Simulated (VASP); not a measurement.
**A VASP 6.6.1 single-point calculation on InP**

INCAR

```
ISIF = 2
LREAL = .FALSE.
PREC = Accurate
MAGMOM = -0.5 -0.5
EDIFF = 1E-7
ISPIN = 2
ALGO = Normal
ISMEAR = 0
LASPH = .TRUE.
ENCUT = 520
SIGMA = 0.01
NBANDS = 16
LWAVE = .FALSE.
METAGGA = R2SCAN
NSW = 0
IBRION = -1
NELM = 53
ISYM = 0
LCHARG = .FALSE.
```

KPOINTS

```
KPOINTS created by Atomic Simulation Environment
0
Gamma
4 4 4
0 0 0
```

POSCAR

```
In P
 1.0000000000000000
    -0.0000000000000000    2.9537876469139692    2.9537876469139692
     2.9537876469139692    0.0000000000000000    2.9537876469139692
     2.9537876469139692    2.9537876469139692    0.0000000000000000
 In  P
   1   1
Cartesian
  0.0000000000000000  0.0000000000000000  0.0000000000000000
  1.4768938234569844  1.4768938234569844  1.4768938234569844
```

The recommended PBE PAW datasets give the neutral cell 18 valence electrons.

Command

```
mpirun -np 1 vasp_std
```

OSZICAR

```
N       E                     dE             d eps       ncg     rms          rms(c)
DAV:   1     0.905245630922E+02    0.90525E+02   -0.82483E+03  2312   0.123E+03
DAV:   2    -0.277014037825E+02   -0.11823E+03   -0.11273E+03  2600   0.310E+02
DAV:   3    -0.354615502467E+02   -0.77601E+01   -0.77236E+01  2936   0.775E+01
DAV:   4    -0.356796356947E+02   -0.21809E+00   -0.21800E+00  3136   0.139E+01
DAV:   5    -0.356905003041E+02   -0.10865E-01   -0.10864E-01  3328   0.256E+00    0.779E+00
DAV:   6    -0.322004860849E+02    0.34900E+01   -0.16997E+00  2992   0.284E+01    0.405E+00
DAV:   7    -0.321888730415E+02    0.11613E-01   -0.25800E-01  2776   0.376E+00    0.304E+00
DAV:   8    -0.321964687191E+02   -0.75957E-02   -0.24944E-02  3136   0.131E+00    0.189E+00
DAV:   9    -0.321987772340E+02   -0.23085E-02   -0.26034E-03  3128   0.455E-01    0.832E-01
DAV:  10    -0.321995316010E+02   -0.75437E-03   -0.12255E-03  2832   0.312E-01    0.218E-01
DAV:  11    -0.321994193240E+02    0.11228E-03   -0.37611E-04  2832   0.192E-01    0.101E-01
DAV:  12    -0.321994412849E+02   -0.21961E-04   -0.51817E-05  3120   0.826E-02    0.536E-02
DAV:  13    -0.321994413586E+02   -0.73789E-07   -0.14707E-05  2816   0.355E-02    0.207E-02
DAV:  14    -0.321994400857E+02    0.12729E-05   -0.19431E-06  2944   0.161E-02    0.628E-03
DAV:  15    -0.321994403170E+02   -0.23130E-06   -0.38085E-07  3128   0.738E-03    0.365E-03
DAV:  16    -0.321994403533E+02   -0.36292E-07   -0.38813E-08  2176   0.198E-03
   1 F= -.32199440E+02 E0= -.32199440E+02  d E =-.111475E-60  mag=     0.0000
```

It converged. Results: pressure 0.0 GPa; magnetic moment of the cell 0.00 μB.

These settings aren't sound, so the numbers aren't properties of the crystal.

On sound settings r²SCAN gives a gap of 1.03 eV on its mesh and a pressure of -0.1 GPa for the intended cell.

The run took about 2.8 min on one core of a shared host (Intel Xeon Platinum 8488C) and held 0.24 GiB at most.
